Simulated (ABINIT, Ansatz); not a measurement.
**A GW chain in ABINIT: MgO (Fm-3m)**

How does a plane-wave GW calculation on MgO (Fm-3m) run from the first input to the gap?

Program: ABINIT 10.8.3. Level of theory: PBE and many-body steps on it, plane waves. Results are calculated unless marked as measured.

**Experimental background.**

- Gap 7.83 eV: literature experimental gap; bulk crystal (quoted in “Electronic structure of alkaline earth and post-transition metal oxides”, 2009, arxiv:0908.1581).

## Step 1: Starting point

It takes space group Fm-3m (No. 225, cubic). The conventional cell has a = 4.194 Å, b = 4.194 Å, c = 4.194 Å, α = 90.00°, β = 90.00°, γ = 90.00°. Nearest to Mg lie 6 O at 2.10 Å. O has 6 Mg at 2.10 Å nearest. Farther neighbours and most contacts between anions are not listed.

The cell and positions are those that the Materials Project relaxed with its own functionals (PBE, PBE+U or r2SCAN), kept fixed.

## Step 2: Ground state

This step: ABINIT 10.8.3; DFT, PBE, plane waves, norm-conserving pseudopotentials.

The ground-state density comes first.

run.abi reads:

```
acell 3*1.0 Angstrom
rprim 
  -0.000000000000 2.097001392700 2.097001392700
  2.097001392700 -0.000000000000 2.097001392700
  2.097001392700 2.097001392700 -0.000000000000
ntypat 2
znucl 12 8
natom 2
typat 1 2
xred 
  0.000000000000 0.000000000000 0.000000000000
  0.500000000000 0.500000000000 0.500000000000
pp_dirpath "pseudos"
pseudos "Mg.upf, O.upf"
ecut 38
ngkpt 8 8 8
nshiftk 1
shiftk 0 0 0
kptopt 1
chksymbreak 0
nband 13
occopt 1
tolvrs 1e-10
nstep 60
prtwf 0
optforces 0
optstress 0
indata_prefix "in"
outdata_prefix "out"
tmpdata_prefix "tmp"
```

The run is started by

```sh
$ OMP_NUM_THREADS=1 mpirun -n 4 abinit run.abi > log
```

Numbers of over 12 decimals in the logs are rounded to 6 here.

Output:

```text
.Version 10.8.3 of ABINIT. v10.8.2 released Aug 2026.

 Symmetries : space group Fm -3 m (#225); Bravais cF (face-center cubic)
================================================================================
 Values of the parameters that define the memory need of the present run
     intxc =       0    ionmov =       0      iscf =       7    lmnmax =       5
     lnmax =       5     mgfft =      32  mpssoang =       3    mqgrid =    3001
     natom =       2  nloc_mem =       1    nspden =       1   nspinor =       1
    nsppol =       1      nsym =      48    n1xccc =    2501    ntypat =       2
    occopt =       1   xclevel =       2
-    mband =          13        mffmem =           1         mkmem =           8
       mpw =        1410          nfft =       32768          nkpt =          29
================================================================================
  Rough estimation (10% accuracy) of disk space for files :
================================================================================

--------------------------------------------------------------------------------
------------- Echo of variables that govern the present computation ------------
--------------------------------------------------------------------------------
 -outvars: echo values of preprocessed input variables --------
            acell      1.8897261259E+00  1.8897261259E+00  1.8897261259E+00 Bohr

      chksymbreak           0
             ecut      3.80000000E+01 Hartree
-          fftalg         312

              ixc     -101130
              kpt      0.00000000E+00  0.00000000E+00  0.00000000E+00
                       1.25000000E-01  0.00000000E+00  0.00000000E+00
                       2.50000000E-01  0.00000000E+00  0.00000000E+00
                       3.75000000E-01  0.00000000E+00  0.00000000E+00
                       5.00000000E-01  0.00000000E+00  0.00000000E+00
                       1.25000000E-01  1.25000000E-01  0.00000000E+00
                       2.50000000E-01  1.25000000E-01  0.00000000E+00
                       3.75000000E-01  1.25000000E-01  0.00000000E+00
                       5.00000000E-01  1.25000000E-01  0.00000000E+00
   [... 18 further rows ...]
                      -3.75000000E-01  5.00000000E-01  1.25000000E-01
                      -2.50000000E-01  5.00000000E-01  2.50000000E-01
         kptrlatt        8    0    0      0    8    0      0    0    8
          kptrlen      4.48334925E+01
P           mkmem           8
            natom           2
            nband          13
            ngfft          32      32      32
             nkpt          29
            nstep          60
             nsym          48
           ntypat           2
              occ      2.000000  2.000000  2.000000  2.000000  2.000000  2.000000
                       2.000000  2.000000  0.000000  0.000000  0.000000  0.000000
                       0.000000
        optforces           0
        optstress           0
            prtwf           0
            rprim     -0.0000000000E+00  2.0970013927E+00  2.0970013927E+00
[...]
spgroup         225

           tolvrs      1.00000000E-10

             xred      0.0000000000E+00  0.0000000000E+00  0.0000000000E+00
[...]
znucl       12.00000    8.00000

================================================================================

 chkinp: Checking input parameters for consistency.

================================================================================
== DATASET  1 ==================================================================
-   mpi_nproc: 4, omp_nthreads: 1 (-1 if OMP is not activated)

--- !DatasetInfo
iteration_state: {dtset: 1, }
dimensions: {natom: 2, nkpt: 29, mband: 13, nsppol: 1, nspinor: 1, nspden: 1, mpw: 1410, }
cutoff_energies: {ecut:  38.0, pawecutdg:  -1.0, }
electrons: {nelect:   1.60000000E+01, charge:   0.00000000E+00, occopt:   1.00000000E+00, tsmear:   1.00000000E-02, }

 Real(R)+Recip(G) space primitive vectors, cartesian coordinates (Bohr,Bohr^-1):
 R(1)=  0.0000000  3.9627583  3.9627583  G(1)= -0.1261747  0.1261747  0.1261747
 R(2)=  3.9627583  0.0000000  3.9627583  G(2)=  0.1261747 -0.1261747  0.1261747
 R(3)=  3.9627583  3.9627583  0.0000000  G(3)=  0.1261747  0.1261747 -0.1261747
 Unit cell volume ucvol=  1.2445798E+02 bohr^3
 Angles (23,13,12)=  6.00000000E+01  6.00000000E+01  6.00000000E+01 degrees

 getcut: wavevector=  0.0000  0.0000  0.0000  ngfft=  32  32  32
         ecut(hartree)=     38.000   => boxcut(ratio)=   2.05769

--- Pseudopotential description ------------------------------------------------
- Mg Generated using ONCVPSP code by D. R. Hamann
- 12.00000  10.00000  171031                  znucl, zion, pspdat
12 -101130 1 -1 1510                          pspcod,pspxc,lmax,lloc,mmax
     nproj     2     2     0
  pspatm : epsatm=    9.22893308
         --- l  ekb(1:nproj) -->
[...]
pspatm: atomic psp has been read  and splines computed

- O Generated using ONCVPSP code by D. R. Hamann
-  8.00000   6.00000  171031                  znucl, zion, pspdat
12 -101130 2 -1 936                           pspcod,pspxc,lmax,lloc,mmax
     nproj     2     2     1
  pspatm : epsatm=    6.19545534
         --- l  ekb(1:nproj) -->
[...]
1   -4.717130   -1.149271
             2   -1.331955
 pspatm: atomic psp has been read  and splines computed

   2.46790215E+02                                ecore*ucvol(ha*bohr**3)
--------------------------------------------------------------------------------

_setup2: Arith. and geom. avg. npw (full set) are    1393.920    1393.901

================================================================================

--- !BeginCycle
iteration_state: {dtset: 1, }
solver: {iscf: 7, nstep: 60, nline: 4, wfoptalg: 0, }
tolerances: {tolvrs: 1.00E-10, }

     iter   Etot(hartree)      deltaE(h)  residm     vres2
 ETOT  1  -75.935065408622    -7.594E+01 9.238E-02 3.759E+02
 ETOT  2  -75.948061304470    -1.300E-02 1.782E-03 3.414E+02
 ETOT  3  -76.049589092583    -1.015E-01 3.706E-03 3.355E+00
 ETOT  4  -76.050443848706    -8.548E-04 6.433E-04 6.727E-03
 ETOT  5  -76.050444348284    -4.996E-07 3.028E-04 2.929E-04
 ETOT  6  -76.050444431526    -8.324E-08 1.825E-04 1.734E-05
 ETOT  7  -76.050444434780    -3.254E-09 9.311E-05 2.500E-07
 ETOT  8  -76.050444434798    -1.779E-11 6.468E-05 1.722E-08
 ETOT  9  -76.050444434803    -5.500E-12 3.138E-05 4.688E-11

 At SCF step    9       vres2   =  4.69E-11 < tolvrs=  1.00E-10 =>converged.

--- !ResultsGS
iteration_state: {dtset: 1, }
comment   : Summary of ground state results
lattice_vectors:
- [ -0.0000000,   3.9627583,   3.9627583, ]
- [  3.9627583,  -0.0000000,   3.9627583, ]
- [  3.9627583,   3.9627583,  -0.0000000, ]
lattice_lengths: [   5.60419,    5.60419,    5.60419, ]
lattice_angles: [ 60.000,  60.000,  60.000, ] # degrees, (23, 13, 12)
lattice_volume:   1.2445798E+02
convergence: {deltae: -5.500E-12, res2:  4.688E-11, residm:  3.138E-05, diffor:  0.000E+00, }
etotal    :  -7.60504444E+01
entropy   :   0.00000000E+00
fermie    :   1.77897150E-01
cartesian_stress_tensor: null
pressure_GPa: null
xred      :
- [  0.0000E+00,   0.0000E+00,   0.0000E+00, Mg]
- [  5.0000E-01,   5.0000E-01,   5.0000E-01,  O]
cartesian_forces: null
force_length_stats: {min: null, max: null, mean: null, }

 Integrated electronic density in atomic spheres:
 ------------------------------------------------
 Atom  Sphere_radius  Integrated_density
    1        2.00000          8.40527242
    2        2.00000          6.31969377
================================================================================

 ----iterations are completed or convergence reached----

 Mean square residual over all n,k,spin=   88.198E-09; max=  31.375E-06
 reduced coordinates (array xred) for    2 atoms
       0.000000000000      0.000000000000      0.000000000000
       0.500000000000      0.500000000000      0.500000000000
 rms dE/dt=  0.0000E+00; max dE/dt=  0.0000E+00; dE/dt below (all hartree)
    1       0.000000000000      0.000000000000      0.000000000000
    2       0.000000000000      0.000000000000      0.000000000000

 cartesian coordinates (angstrom) at end:
    1      0.000000     0.000000     0.000000
    2      2.097001     2.097001     2.097001
 length scales=  1.889726125908  1.889726125908  1.889726125908 bohr
              =  1.000000000000  1.000000000000  1.000000000000 angstroms
 prteigrs : about to open file out_EIG
 Fermi (or HOMO) energy (hartree) =   0.17790   Average Vxc (hartree)=  -0.42142
 Eigenvalues (hartree) for nkpt=  29  k points:
 kpt#   1, nband= 13, wtk=  0.00195, kpt=  0.0000  0.0000  0.0000 (reduced coord)
  -2.47971   -1.25783   -1.25783   -1.25783   -0.45613    0.17790    0.17790    0.17790
   0.35778    0.76721    0.76721    0.76721    0.90692
 prteigrs : prtvol=0 or 1, do not print more k-points.

--- !EnergyTerms
iteration_state     : {dtset: 1, }
comment             : Components of total free energy in Hartree
kinetic             :  4.53474650730970E+01
hartree             :  2.06541409295772E+01
xc                  : -1.22547802114040E+01
Ewald energy        : -4.75873828125848E+01
psp_core            :  1.98291994737388E+00
local_psp           : -6.34768462250543E+01
non_local_psp       : -2.07159611358079E+01
total_energy        : -7.60504444348030E+01
total_energy_eV     : -2.06943801769394E+03
band_energy         : -1.27012741502449E+01

== END DATASET(S) ==============================================================
================================================================================

 -outvars: echo values of variables after computation  --------
           etotal     -7.6050444435E+01
            nband          13
             nkpt          29
          spgroup         225
 [... the other variables as echoed above ...]

 Calculation completed.
```

Run time: 4.7 s. Hardware: 4 MPI ranks of Arm Neoverse V1, shared host; peak memory 0.25 GiB.

This step gave:

* total energy: -2069.4380 eV
* gap: 4.895 eV
* k of the valence top: 0, 0, 0
* k of the conduction bottom: 0, 0, 0
* least direct gap: 4.895 eV

The gap is direct, at Γ.

(Continued in part 2 of 3.)

[Paths, hosts, dates, memory and timing lines, banners, echoed tables and standing remarks are left out of the program output.]

[Logs are printed without paths, hosts, clocks, repeated set-up lines and the standing remarks that a program may print on its own settings, such as how far it seeks lower states.]

[Runs of the session that timed out or met a known fault of the program may be left out.]

[Hosts, paths, dates, database ids (printed as entryN), source tags and the programs' standing remarks are cut or masked in the printed files.]

[G0W0 gaps are taken among the corrected bands and points alone; a level outside them can change the order at an edge.]

[Where Ansatz stands beside ABINIT at settings called matched, ABINIT's density can come from a denser mesh and the files from another edition; pairs whose starting gaps differed by over 0.03 eV were left out, so agreement reads better than it is.]
